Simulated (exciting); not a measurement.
# TaN (Fm-3m) in exciting: further runs

Aim: see how the results for TaN move with the level of theory and the settings. Levels: PBEsol (libxc), RGE2. Tasks: density of states, band structure.

All numbers are computed with exciting (release sodium); they aren't measurements. Logs are shortened: lines on timing, memory, paths and dates and some standing lists are left out, and cuts for length are marked.

### Step 1. The structure

Symmetry: Fm-3m, No. 225, cubic system. The conventional cell has a = 4.423 Å, b = 4.423 Å, c = 4.423 Å, α = 90.00°, β = 90.00°, γ = 90.00°. Ta (site symmetry m-3m) has 6 N at 2.21 Å as nearest neighbours. N (site symmetry m-3m) has 6 Ta at 2.21 Å as nearest neighbours.

The cell comes from a database or a generator and needn't be the stable form of this composition.

### Step 2. Density of states, PBEsol (libxc), spin-orbit coupling, no magnetisation

The input, run_exciting.py:

```python
import subprocess
import xml.etree.ElementTree as ET
from ase.io import read
from ase.units import Bohr

atoms = read("TaN.cif")
rmt = {'Ta': 2.3, 'N': 1.45}  # bohr
tasks = """
<groundstate do="fromscratch" ngridk="8 8 8" rgkmax="6.5" gmaxvr="14" lmaxapw="10" lmaxmat="10" lmaxvr="8" stype="Methfessel-Paxton 1" swidth="0.00367493" nempty="50" ValenceRelativity="iora*" epsengy="1e-05" epspot="1e-05" maxscl="60" outputlevel="high">
  <libxc exchange="XC_GGA_X_PBE_SOL" correlation="XC_GGA_C_PBE_SOL"/>
  <spin spinorb="true"/>
</groundstate>
<properties>
  <dos nwdos="400" winddos="-0.6 0.5" inttype="tetra" ngrdos="100" nsmdos="1" lmirep="true"/>
</properties>
"""

root = ET.Element("input")
ET.SubElement(root, "title").text = "TaN"
structure = ET.SubElement(root, "structure", speciespath="./", tshift="false")
crystal = ET.SubElement(structure, "crystal", scale="1.0")
for vector in atoms.cell / Bohr:
    ET.SubElement(crystal, "basevect").text = " ".join(f"{x:.12f}" for x in vector)
symbols = atoms.get_chemical_symbols()
for element in dict.fromkeys(symbols):
    species = ET.SubElement(structure, "species", speciesfile=element + ".xml", rmt=str(rmt[element]))
    for symbol, position in zip(symbols, atoms.get_scaled_positions(wrap=False)):
        if symbol == element:
            ET.SubElement(species, "atom", coord=" ".join(f"{x:.12f}" for x in position))
root.extend(ET.fromstring("<tasks>" + tasks + "</tasks>"))
ET.indent(root)
ET.ElementTree(root).write("input.xml")
subprocess.run(["exciting_smp"], check=True)
```

The input, TaN.cif:

```cif
data_TaN
_cell_length_a 3.12728298
_cell_length_b 3.12728298
_cell_length_c 3.12728298
_cell_angle_alpha 60.00000000
_cell_angle_beta 60.00000000
_cell_angle_gamma 60.00000000
_space_group_name_H-M_alt 'P1'
_space_group_name_Hall 'P 1'
_space_group_IT_number 1
loop_
_space_group_symop_operation_xyz
'x,y,z'
loop_
_atom_site_label
_atom_site_type_symbol
_atom_site_symmetry_multiplicity
_atom_site_Wyckoff_symbol
_atom_site_fract_x
_atom_site_fract_y
_atom_site_fract_z
_atom_site_occupancy
Ta1 Ta 1 a 0.5000000000 0.5000000000 0.5000000000 1
N1 N 1 a 0.0000000000 0.0000000000 0.0000000000 1
```

Potentials or basis: all-electron LAPW+lo, shipped species files, valence relativity iora*.

Launch:

```console
> OMP_NUM_THREADS=1 python run_exciting.py
```

Standard output:

```text
================================================================================
EXCITING SODIUM started
[... 10 lines left out ...]

 Lattice vectors (cartesian) :
      5.9097083502      0.0000000000      0.0000000000
      2.9548541751      5.1179575602      0.0000000000
      2.9548541751      1.7059858534      4.8252566622

 Reciprocal lattice vectors (cartesian) :
      1.0631971892     -0.6138371834     -0.4340484349
      0.0000000000      1.2276743668     -0.4340484349
      0.0000000000      0.0000000000      1.3021453048

 Unit cell volume                           :     145.9429591671
 Brillouin zone volume                      :       1.6996380974

 Species :    1 (Ta)
     parameters loaded from                 :    Ta.xml
     name                                   :    tantalum
     nuclear charge                         :     -73.00000000
     electronic charge                      :      73.00000000
     atomic mass                            :  329847.84330000
     muffin-tin radius                      :       2.30000000
     # of radial points in muffin-tin       :     450

     atomic positions (lattice) :
       1 :   0.50000000  0.50000000  0.50000000

 Species :    2 (N)
     parameters loaded from                 :    N.xml
     name                                   :    nitrogen
     nuclear charge                         :      -7.00000000
     electronic charge                      :       7.00000000
     atomic mass                            :   25532.72506000
     muffin-tin radius                      :       1.45000000
     # of radial points in muffin-tin       :     250

     atomic positions (lattice) :
       1 :   0.00000000  0.00000000  0.00000000

 Total number of atoms per unit cell        :       2

 Spin treatment                             :    spin-polarised
 Spin-orbit coupling is included
 Global magnetic field (cartesian) :        0.00000000   0.00000000   0.00000000
 non-collinear magnetisation

 Number of Bravais lattice symmetries       :      48
 Number of crystal symmetries               :      48

 k-point grid                               :       8    8    8
 Total number of k-points                   :      29
 k-point set is reduced with crystal symmetries

 R^MT_min * |G+k|_max (rgkmax)              :       6.50000000
 Species with R^MT_min                      :       2 (N)
 Maximum |G+k| for APW functions            :       4.48275862
 Maximum |G| for potential and density      :      14.00000000
 Polynomial order for pseudochg. density    :       9

 G-vector grid sizes                        :      27    27    27
 Total number of G-vectors                  :    6735

 Maximum angular momentum used for
     APW functions                          :      10
     computing H and O matrix elements      :      10
     potential and density                  :       8
     inner part of muffin-tin               :       2

 Total nuclear charge                       :     -80.00000000
 Total electronic charge                    :      80.00000000
 Total core charge                          :      48.00000000
 Total valence charge                       :      32.00000000

 Effective Wigner radius, r_s               :       0.75799822

 Number of empty states                     :      50
 Total number of valence states             :     134

 Maximum Hamiltonian size                   :     260
 Maximum number of plane-waves              :     229
 Total number of local-orbitals             :      31

 Exchange-correlation type                  :     100
     libxc; exchange: Perdew, Burke & Ernzerhof SOL; correlation: Perdew, Burke & Ernzerhof SOL (see libxc for references)

 Smearing scheme                            :    Methfessel-Paxton order 1, Phys. Rev. B 40, 3616 (1989)
 Smearing width                             :       0.00367493

 Using multisecant Broyden potential mixing
[... 6 lines left out ...]
* Groundstate module started                                                   *
[... 34 lines left out ...]
 Sum of eigenvalues                         :     -9571.61995791
 Effective potential energy                 :    -27160.79147420
 Coulomb potential energy                   :    -26739.91035333
 xc potential energy                        :      -420.88112086
 xc effective B-field energy                :        -0.00000000
 External B-field energy                    :         0.00000000
 Hartree energy                             :      4924.09661165
 Electron-nuclear energy                    :    -36588.10357663
 Nuclear-nuclear energy                     :     -1281.64016975
 Madelung energy                            :    -19575.69195806
 Core-electron kinetic energy               :         0.00000000

 DOS at Fermi energy (states/Ha/cell)       :        17.19096706

 Electron charges :
     core                                   :        48.00000000
     core leakage                           :         0.00001672
     valence                                :        32.00000000
     interstitial                           :         4.26483152
     charge in muffin-tin spheres :
                  atom     1    Ta          :        70.26082007
                  atom     2     N          :         5.47434841
     total charge in muffin-tins            :        75.73516848
     total charge                           :        80.00000000

 Moments :
     interstitial                 :    -0.00000000     0.00000000     0.00000000
     moment in muffin-tin spheres :
         atom     1    Ta         :     0.00000000     0.00000000     0.00000000
         atom     2     N         :    -0.00000000     0.00000000     0.00000000
     total moment in muffin-tins  :    -0.00000000     0.00000000     0.00000000
     total moment                 :    -0.00000000     0.00000000     0.00000000

 RMS change in effective potential (target) :  0.170829E-06  ( 0.100000E-04)
 Absolute change in total energy   (target) :  0.379330E-05  ( 0.100000E-04)
 Charge distance                   (target) :  0.107595E-08  ( 0.100000E-04)

++++++++++++++++++++++++++++++++++++++++++++++++++++++++++++++++++++++++++++++++
| Convergency criteria checked for the last 2 iterations                       +
| Convergence targets achieved. Performing final SCF iteration                 +
++++++++++++++++++++++++++++++++++++++++++++++++++++++++++++++++++++++++++++++++
 Total energy                               :    -15676.13673550
 _______________________________________________________________
 Fermi energy                               :         0.59446676
 Kinetic energy                             :     17589.17151664
 Coulomb energy                             :    -32945.64713468
 Exchange energy                            :      -314.40854903
 Correlation energy                         :        -5.25256843
 No external B-field energy in total energy
 Sum of eigenvalues                         :     -9571.61995768
 Effective potential energy                 :    -27160.79147431
 Coulomb potential energy                   :    -26739.91035345
 xc potential energy                        :      -420.88112086
 xc effective B-field energy                :        -0.00000000
 External B-field energy                    :         0.00000000
 Hartree energy                             :      4924.09661148
 Electron-nuclear energy                    :    -36588.10357642
 Nuclear-nuclear energy                     :     -1281.64016975
 Madelung energy                            :    -19575.69195795
 Core-electron kinetic energy               :         0.00000000

 DOS at Fermi energy (states/Ha/cell)       :        17.19095644

 Electron charges :
     core                                   :        48.00000000
     core leakage                           :         0.00001672
     valence                                :        32.00000000
     interstitial                           :         4.26483152
     charge in muffin-tin spheres :
                  atom     1    Ta          :        70.26082006
                  atom     2     N          :         5.47434842
     total charge in muffin-tins            :        75.73516848
     total charge                           :        80.00000000

 Moments :
     interstitial                 :    -0.00000000     0.00000000     0.00000000
     moment in muffin-tin spheres :
         atom     1    Ta         :     0.00000000     0.00000000    -0.00000000
         atom     2     N         :    -0.00000000    -0.00000000     0.00000000
     total moment in muffin-tins  :     0.00000000     0.00000000     0.00000000
     total moment                 :     0.00000000     0.00000000     0.00000000

++++++++++++++++++++++++++++++++++++++++++++++++++++++++++++++++++++++++++++++++
[... 9 lines left out ...]
| EXCITING SODIUM stopped                                                      =
================================================================================
```

It took 4.1 min on 1 thread of Intel Xeon Platinum 8375C at 2.90GHz (Ice Lake), shared host; peak memory 0.15 GiB.

Results:

```
Band gap on the k mesh                            : none (metal or under the smearing width)
All electrons inside the program's atomic spheres : Ta 70.26; N 5.47 (radii Ta 2.3, N 1.45 bohr)
Density of states at the Fermi level              : 0.63 states/eV per cell
```

States per cell in windows of 1 eV (zero at the Fermi level; states under -8 eV left out):
```csv
from (eV),total,Ta1 d,N2 p,N2 s,Ta1 p,Ta1 s,Ta1 f
-8.0,1.28,0.23,0.43,0.01,0.04,0.03,0.01
-7.0,2.51,0.46,0.87,0.01,0.11,0.01,0.01
-6.0,0.85,0.16,0.31,0.00,0.03,0.00,0.01
-5.0,0.26,0.03,0.12,0.00,0.01,0.00,0.01
-4.0,0.21,0.07,0.05,0.00,0.00,0.00,0.00
-3.0,0.37,0.16,0.06,0.00,0.00,0.00,0.01
-2.0,0.60,0.29,0.08,0.00,0.00,0.00,0.01
-1.0,0.79,0.40,0.10,0.01,0.00,0.00,0.01
0.0,0.95,0.54,0.10,0.01,0.00,0.01,0.01
1.0,1.75,1.13,0.16,0.02,0.00,0.01,0.01
2.0,1.75,1.17,0.15,0.04,0.00,0.02,0.01
3.0,1.09,0.66,0.09,0.06,0.01,0.03,0.01
4.0,1.47,0.71,0.14,0.13,0.04,0.04,0.01
5.0,0.67,0.30,0.11,0.04,0.02,0.02,0.01
6.0,0.72,0.34,0.16,0.01,0.02,0.02,0.01
7.0,0.74,0.27,0.19,0.00,0.02,0.06,0.01
```

Caveat: total energies with spin-orbit coupling aren't reliable in this program, so none is listed and the log's shouldn't be used; the tetrahedron DOS on this energy grid can lose part of the weight of narrow d or f bands.

### Step 3. Band structure, RGE2

run_exciting.py: that of step 2 with these lines changed.

```diff
@@ -6,10 +6,30 @@
 atoms = read("TaN.cif")
+import spglib
+from ase import Atoms
+cell, positions, numbers = spglib.find_primitive((atoms.cell[:], atoms.get_scaled_positions(), atoms.numbers), symprec=1e-5)
+atoms = Atoms(numbers, cell=cell, scaled_positions=positions, pbc=True)
 rmt = {'Ta': 2.3, 'N': 1.45}  # bohr
 tasks = """
-<groundstate do="fromscratch" ngridk="8 8 8" rgkmax="6.5" gmaxvr="14" lmaxapw="10" lmaxmat="10" lmaxvr="8" stype="Methfessel-Paxton 1" swidth="0.00367493" nempty="50" ValenceRelativity="iora*" epsengy="1e-05" epspot="1e-05" maxscl="60" outputlevel="high">
-  <libxc exchange="XC_GGA_X_PBE_SOL" correlation="XC_GGA_C_PBE_SOL"/>
-  <spin spinorb="true"/>
+<groundstate do="fromscratch" ngridk="10 10 10" rgkmax="6.5" gmaxvr="14" lmaxapw="10" lmaxmat="10" lmaxvr="8" stype="Fermi Dirac" swidth="0.00499791" nempty="14" ValenceRelativity="iora*" epsengy="1e-05" epspot="1e-05" maxscl="60" outputlevel="low">
+  <libxc exchange="XC_GGA_X_RGE2" correlation="XC_GGA_C_RGE2"/>
 </groundstate>
 <properties>
-  <dos nwdos="400" winddos="-0.6 0.5" inttype="tetra" ngrdos="100" nsmdos="1" lmirep="true"/>
+  <bandstructure>
+    <plot1d>
+      <path steps="120">
+        <point coord="0 0 0" label="G"/>
+        <point coord="0.5 0 0.5" label="X"/>
+        <point coord="0.5 0.25 0.75" label="W"/>
+        <point coord="0.375 0.375 0.75" label="K"/>
+        <point coord="0 0 0" label="G"/>
+        <point coord="0.5 0.5 0.5" label="L"/>
+        <point coord="0.625 0.25 0.625" label="U"/>
+        <point coord="0.5 0.25 0.75" label="W"/>
+        <point coord="0.5 0.5 0.5" label="L"/>
+        <point coord="0.375 0.375 0.75" label="K" breakafter="true"/>
+        <point coord="0.625 0.25 0.625" label="U"/>
+        <point coord="0.5 0 0.5" label="X"/>
+      </path>
+    </plot1d>
+  </bandstructure>
 </properties>
```

The input, TaN.cif:

```cif
data_TaN
_cell_length_a 4.42264600
_cell_length_b 4.42264600
_cell_length_c 4.42264600
_cell_angle_alpha 90.00000000
_cell_angle_beta 90.00000000
_cell_angle_gamma 90.00000000
_space_group_name_H-M_alt 'Fm-3m'
_space_group_name_Hall '-F 4 2 3'
_space_group_IT_number 225
loop_
_space_group_symop_operation_xyz
'x,y,z'
'-x,-y,-z'
'-y,x,z'
'y,-x,-z'
'-x,-y,z'
'x,y,-z'
'y,-x,z'
'-y,x,-z'
'x,-y,-z'
'-x,y,z'
'-y,-x,-z'
'y,x,z'
'-x,y,-z'
'x,-y,z'
'y,x,-z'
'-y,-x,z'
'z,x,y'
'-z,-x,-y'
'z,-y,x'
'-z,y,-x'
'z,-x,-y'
'-z,x,y'
'z,y,-x'
'-z,-y,x'
'-z,x,-y'
'z,-x,y'
'-z,-y,-x'
'z,y,x'
'-z,-x,y'
'z,x,-y'
'-z,y,x'
'z,-y,-x'
'y,z,x'
'-y,-z,-x'
'x,z,-y'
'-x,-z,y'
'-y,z,-x'
'y,-z,x'
'-x,z,y'
'x,-z,-y'
'-y,-z,x'
'y,z,-x'
'-x,-z,-y'
'x,z,y'
'y,-z,-x'
'-y,z,x'
'x,-z,y'
'-x,z,-y'
'x,y+1/2,z+1/2'
'-x,-y+1/2,-z+1/2'
'-y,x+1/2,z+1/2'
'y,-x+1/2,-z+1/2'
[... 63 lines left out ...]
'-z+1/2,y,-x+1/2'
'z+1/2,-x,-y+1/2'
'-z+1/2,x,y+1/2'
'z+1/2,y,-x+1/2'
'-z+1/2,-y,x+1/2'
'-z+1/2,x,-y+1/2'
'z+1/2,-x,y+1/2'
'-z+1/2,-y,-x+1/2'
'z+1/2,y,x+1/2'
'-z+1/2,-x,y+1/2'
'z+1/2,x,-y+1/2'
'-z+1/2,y,x+1/2'
'z+1/2,-y,-x+1/2'
'y+1/2,z,x+1/2'
'-y+1/2,-z,-x+1/2'
'x+1/2,z,-y+1/2'
'-x+1/2,-z,y+1/2'
'-y+1/2,z,-x+1/2'
'y+1/2,-z,x+1/2'
'-x+1/2,z,y+1/2'
'x+1/2,-z,-y+1/2'
'-y+1/2,-z,x+1/2'
'y+1/2,z,-x+1/2'
'-x+1/2,-z,-y+1/2'
'x+1/2,z,y+1/2'
'y+1/2,-z,-x+1/2'
'-y+1/2,z,x+1/2'
'x+1/2,-z,y+1/2'
'-x+1/2,z,-y+1/2'
'x+1/2,y+1/2,z'
'-x+1/2,-y+1/2,-z'
'-y+1/2,x+1/2,z'
'y+1/2,-x+1/2,-z'
'-x+1/2,-y+1/2,z'
'x+1/2,y+1/2,-z'
'y+1/2,-x+1/2,z'
'-y+1/2,x+1/2,-z'
'x+1/2,-y+1/2,-z'
'-x+1/2,y+1/2,z'
'-y+1/2,-x+1/2,-z'
'y+1/2,x+1/2,z'
'-x+1/2,y+1/2,-z'
'x+1/2,-y+1/2,z'
'y+1/2,x+1/2,-z'
'-y+1/2,-x+1/2,z'
'z+1/2,x+1/2,y'
'-z+1/2,-x+1/2,-y'
'z+1/2,-y+1/2,x'
'-z+1/2,y+1/2,-x'
'z+1/2,-x+1/2,-y'
'-z+1/2,x+1/2,y'
'z+1/2,y+1/2,-x'
'-z+1/2,-y+1/2,x'
'-z+1/2,x+1/2,-y'
'z+1/2,-x+1/2,y'
'-z+1/2,-y+1/2,-x'
'z+1/2,y+1/2,x'
'-z+1/2,-x+1/2,y'
'z+1/2,x+1/2,-y'
'-z+1/2,y+1/2,x'
'z+1/2,-y+1/2,-x'
'y+1/2,z+1/2,x'
'-y+1/2,-z+1/2,-x'
'x+1/2,z+1/2,-y'
'-x+1/2,-z+1/2,y'
'-y+1/2,z+1/2,-x'
'y+1/2,-z+1/2,x'
'-x+1/2,z+1/2,y'
'x+1/2,-z+1/2,-y'
'-y+1/2,-z+1/2,x'
'y+1/2,z+1/2,-x'
'-x+1/2,-z+1/2,-y'
'x+1/2,z+1/2,y'
'y+1/2,-z+1/2,-x'
'-y+1/2,z+1/2,x'
'x+1/2,-z+1/2,y'
'-x+1/2,z+1/2,-y'
loop_
_atom_site_label
_atom_site_type_symbol
_atom_site_symmetry_multiplicity
_atom_site_Wyckoff_symbol
_atom_site_fract_x
_atom_site_fract_y
_atom_site_fract_z
_atom_site_occupancy
Ta1 Ta 4 b 0.5000000000 0.0000000000 0.0000000000 1
N1 N 4 a 0.0000000000 0.0000000000 0.0000000000 1
```

Potentials or basis: all-electron LAPW+lo, shipped species files, valence relativity iora*.

Launch:

```console
> OMP_NUM_THREADS=1 python run_exciting.py
```

Run time: 76 s. Hardware: 1 thread of Intel Xeon Platinum 8375C at 2.90GHz (Ice Lake), shared host; peak memory 0.13 GiB.

It converged, with:

* Free energy: -426572.3492 eV
* Band gap on the k mesh: none (metal or under the smearing width)
* Density of states at the Fermi level: 0.73 states/eV per cell

Levels at the corners of the path, in eV from the Fermi level:
```csv
point,band 14,band 15,band 16,band 17,band 18,band 19
Γ,-3.77,-3.77,-2.09,-2.09,-2.09,0.02
X,-5.41,-4.60,-4.60,2.04,3.48,3.48
W,-6.76,-6.76,-0.20,-0.20,3.50,3.93
K,-6.79,-6.12,-2.22,2.42,2.51,4.42
Γ,-3.77,-3.77,-2.09,-2.09,-2.09,0.02
L,-7.49,-7.49,1.86,1.86,1.94,3.63
U,-6.79,-6.12,-2.22,2.42,2.51,4.42
W,-6.76,-6.76,-0.20,-0.20,3.50,3.93
L,-7.49,-7.49,1.86,1.86,1.94,3.63
K,-6.79,-6.12,-2.22,2.42,2.51,4.42
U,-6.79,-6.12,-2.22,2.42,2.51,4.42
X,-5.41,-4.60,-4.60,2.04,3.48,3.48
```

Caveat: the log's total energy holds no entropy term; the free energy is that total less TS from the occupations; spin-orbit coupling is left out, which moves the levels of the heavy elements.
